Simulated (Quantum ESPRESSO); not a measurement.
## CuAu under changes of volume

One of the cells (14.556 Å³/atom); the others are scaled copies at fixed shape and fractional positions:

```
CELL_PARAMETERS angstrom
2.81075 0.00000 0.00000
0.00000 2.81075 0.00000
0.00000 0.00000 3.68500
ATOMIC_POSITIONS crystal
Au 0.00000 0.00000 0.00000
Cu 0.50000 0.50000 0.50000
```

| Quantity | Value |
| --- | --- |
| Program | Quantum ESPRESSO 7.5 |
| Functional | PBEsol |
| Potentials or basis | GBRV 1.5 PBEsol |
| Cutoff | 762 eV |
| Density cutoff | 6095 eV |
| k mesh | 9 × 9 × 7 |
| Occupations | fermi-dirac, width 0.05 eV |
| Spin | no spin polarisation |

```tsv
volume (Å³/atom)	energy over the lowest point (meV/atom)	pressure (GPa)
13.683	11.14	7.0
13.974	1.95	2.8
14.265	0.00	-1.0
14.556	4.39	-4.2
14.847	?	?
15.139	29.09	-9.5
15.430	48.09	-11.6
```

Problem. What does the run at 14.847 Å³/atom give?

Solution. Energy over the lowest point 14.32 meV/atom; pressure -7.0 GPa.

Worked out: A Birch-Murnaghan fit of order 3 (a polynomial in V^(-2/3)) to the other rows has its minimum at 14.20 Å³/atom with B0 = V·E''(V) = 175 GPa and B' = 5.5 at fixed shape and positions, which overstates the stiffness. It gives 14.29 meV/atom at 14.847 Å³/atom, against the run's 14.32, and -dE/dV = -6.8 GPa, against -7.0.

Energies are extrapolated to zero smearing.
